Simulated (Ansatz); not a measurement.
H interstitial in HfO2

Method: DFT PBE, scalar-relativistic, plane waves, PAW in Ansatz 0.2.0. Settings: 420 eV cutoff, 2×2×2 k-mesh, shifted by half a step, Gaussian smearing of 0.01 eV, collinear spin.

Host crystal, relaxed:

```
CELL_PARAMETERS angstrom
3.60430 0.00000 0.00000
0.00000 3.60430 0.00000
0.00000 0.00000 5.26397
ATOMIC_POSITIONS crystal
Hf 0.50000 0.50000 0.50000
Hf 0.00000 0.00000 0.00000
O 0.00000 0.50000 0.69325
O 0.50000 0.00000 0.80675
O 0.50000 0.00000 0.30675
O 0.00000 0.50000 0.19325
```

Supercell of 48 atoms, rows in host cell vectors: 2 0 -1; 0 2 1; 0 -2 1. Atoms relax at the host's cell, keeping the symmetry that the supercell leaves at the site. The cell is small, so energies carry finite-size errors of tenths of an eV. The host's Kohn–Sham gap is 4.67 eV.

Spin-orbit coupling is left out, which matters for the bands and energies of heavy elements.

Defect: H interstitial, charge 0.

Command:

```bash
ansatz run input.yaml --threads 4 --pin off --max-ram 10240MiB --backend cpu --events-out ev --progress --plain --runs-dir out
```

The input:

```yaml
crystal:
  lattice:
    - [7.2086095853, 0.0, -5.263967099]
    - [0.0, 7.2086095853, 5.263967099]
    - [0.0, -7.2086095853, 5.263967099]
  atoms:
    - { symbol: Hf, position: [0.25, 0.75, 0.0] }
    - { symbol: Hf, position: [0.25, 0.5, 0.25] }
    - { symbol: Hf, position: [0.25, 0.0, 0.75] }
    - { symbol: Hf, position: [0.25, 0.25, 0.5] }
    - { symbol: Hf, position: [0.75, 0.5, 0.75] }
    - { symbol: Hf, position: [0.75, 0.75, 0.5] }
    - { symbol: Hf, position: [0.75, 0.25, 0.0] }
    - { symbol: Hf, position: [0.75, 0.0, 0.25] }
    - { symbol: Hf, position: [0.0, 0.25, 0.75] }
    - { symbol: Hf, position: [0.0, 0.0, 0.0] }
    - { symbol: Hf, position: [0.0, 0.5, 0.5] }
    - { symbol: Hf, position: [0.0, 0.75, 0.25] }
    - { symbol: Hf, position: [0.5, 0.0, 0.5] }
    - { symbol: Hf, position: [0.5, 0.25, 0.25] }
    - { symbol: Hf, position: [0.5, 0.75, 0.75] }
    - { symbol: Hf, position: [0.5, 0.5, 0.0] }
    - { symbol: O, position: [0.5, 0.9716260568, 0.2216260568] }
    - { symbol: O, position: [0.5, 0.7216260568, 0.4716260568] }
    - { symbol: O, position: [0.5, 0.2216260568, 0.9716260568] }
    - { symbol: O, position: [0.5, 0.4716260568, 0.7216260568] }
    - { symbol: O, position: [0.0, 0.7216260568, 0.9716260568] }
    - { symbol: O, position: [0.0, 0.9716260568, 0.7216260568] }
    - { symbol: O, position: [0.0, 0.4716260568, 0.2216260568], spin: 0.111 }
    - { symbol: O, position: [0.0, 0.2216260568, 0.4716260568], spin: 0.111 }
    - { symbol: O, position: [0.25, 0.7783739432, 0.2783739432] }
    - { symbol: O, position: [0.25, 0.5283739432, 0.5283739432], spin: 0.111 }
    - { symbol: O, position: [0.25, 0.0283739432, 0.0283739432] }
    - { symbol: O, position: [0.25, 0.2783739432, 0.7783739432] }
    - { symbol: O, position: [0.75, 0.5283739432, 0.0283739432] }
    - { symbol: O, position: [0.75, 0.7783739432, 0.7783739432] }
    - { symbol: O, position: [0.75, 0.2783739432, 0.2783739432], spin: 0.111 }
    - { symbol: O, position: [0.75, 0.0283739432, 0.5283739432] }
    - { symbol: O, position: [0.25, 0.7783739432, 0.7783739432] }
    - { symbol: O, position: [0.25, 0.5283739432, 0.0283739432] }
    - { symbol: O, position: [0.25, 0.0283739432, 0.5283739432] }
    - { symbol: O, position: [0.25, 0.2783739432, 0.2783739432], spin: 0.111 }
    - { symbol: O, position: [0.75, 0.5283739432, 0.5283739432] }
    - { symbol: O, position: [0.75, 0.7783739432, 0.2783739432] }
    - { symbol: O, position: [0.75, 0.2783739432, 0.7783739432] }
    - { symbol: O, position: [0.75, 0.0283739432, 0.0283739432], spin: 0.111 }
    - { symbol: O, position: [0.5, 0.7216260568, 0.9716260568] }
    - { symbol: O, position: [0.5, 0.4716260568, 0.2216260568] }
    - { symbol: O, position: [0.5, 0.9716260568, 0.7216260568] }
    - { symbol: O, position: [0.5, 0.2216260568, 0.4716260568] }
    - { symbol: O, position: [0.0, 0.4716260568, 0.7216260568] }
    - { symbol: O, position: [0.0, 0.7216260568, 0.4716260568] }
    - { symbol: O, position: [0.0, 0.2216260568, 0.9716260568], spin: 0.111 }
    - { symbol: O, position: [0.0, 0.9716260568, 0.2216260568], spin: 0.111 }
    - { symbol: H, position: [0.0, 0.25, 0.25], spin: 0.111 }
  host:
    lattice:
      - [3.6043047926, 0.0, 0.0]
      - [0.0, 3.6043047926, 0.0]
      - [0.0, 0.0, 5.263967099]
    atoms:
      - { symbol: Hf, position: [0.5, 0.5, 0.5] }
      - { symbol: Hf, position: [0.0, 0.0, 0.0] }
      - { symbol: O, position: [0.0, 0.5, 0.6932521135] }
      - { symbol: O, position: [0.5, 0.0, 0.8067478865] }
      - { symbol: O, position: [0.5, 0.0, 0.3067478865] }
      - { symbol: O, position: [0.0, 0.5, 0.1932521135] }
basis:
  ecutwfc: 420
  xc_grid: 2
kpoints:
  mp_grid: { grid: [2, 2, 2], shift: [0.5, 0.5, 0.5] }
hamiltonian:
  xc: pbe
scf:
  occupations: { method: gaussian, width: 0.01 }
output:
  forces: true
  stress: false
  eigenvalues: true
  populations: true
  charged_corrections: { defect_position: [0.0, 0.25, 0.25] }
  write_density: true
  write_potential: true
  elf: true
  volumetric_format: npy
magnetization:
  spin_polarized: true
relax:
  adjacent_minimum: "off"
  f_tol: 0.025
  max_steps: 45
```

From the output:

```
Warning: RAYON_NUM_THREADS=4 ignored (pool sized by the plan → 4); use --threads N
Crystal: 49 atoms, lattice volume = 547.074 Å³
Basis set: ecut = 420 eV, 10705 PW (Γ), exchange–correlation on 120×120×120 points (8 copies of the dense FFT grid, shifted against one another)
Bands: 366, of which v1, the nominal top of the filled ones, is band 305 counted from 1 (304 counted from 0)
Symmetry: 8 space group operations
Space group: I-42m (ITA 121), of the structure as read, at distance tolerance 8.2e-5 Å
k-points: 3 of 8 (time reversal used)
relax step   1: F+E_penalty+E_count = -269797.14795218 eV  Δ(F+E_penalty+E_count) = +0.000e0 eV  max|allowed force component| = 6.944e-1 eV/Å  Δτ_max = 0.0000 Å
relax step   2: F+E_penalty+E_count = -269797.24972790 eV  Δ(F+E_penalty+E_count) = -1.018e-1 eV  max|allowed force component| = 4.467e-1 eV/Å  Δτ_max = 0.0930 Å
relax step   3: F+E_penalty+E_count = -269797.29253301 eV  Δ(F+E_penalty+E_count) = -4.281e-2 eV  max|allowed force component| = 1.619e-1 eV/Å  Δτ_max = 0.0218 Å
relax step   4: F+E_penalty+E_count = -269797.33700962 eV  Δ(F+E_penalty+E_count) = -4.448e-2 eV  max|allowed force component| = 3.533e-1 eV/Å  Δτ_max = 0.0818 Å
relax step   5: F+E_penalty+E_count = -269797.37147285 eV  Δ(F+E_penalty+E_count) = -3.446e-2 eV  max|allowed force component| = 1.296e-1 eV/Å  Δτ_max = 0.0356 Å
relax step   6: F+E_penalty+E_count = -269797.39515216 eV  Δ(F+E_penalty+E_count) = -2.368e-2 eV  max|allowed force component| = 4.734e-2 eV/Å  Δτ_max = 0.0637 Å
relax step   7: F+E_penalty+E_count = -269797.39961078 eV  Δ(F+E_penalty+E_count) = -4.459e-3 eV  max|allowed force component| = 1.330e-2 eV/Å  Δτ_max = 0.0162 Å
SCF converged after 8 iterations
Free energy (F): -269797.399611 eV
E sigma→0 (E₀):  -269797.399611 eV
Fermi energy:    15.764808 eV
```

The relaxation gained 0.25 eV in 7 steps. The run took 13 min on 4 threads of Arm Neoverse V1, on a shared host, peak memory 4.1 GiB.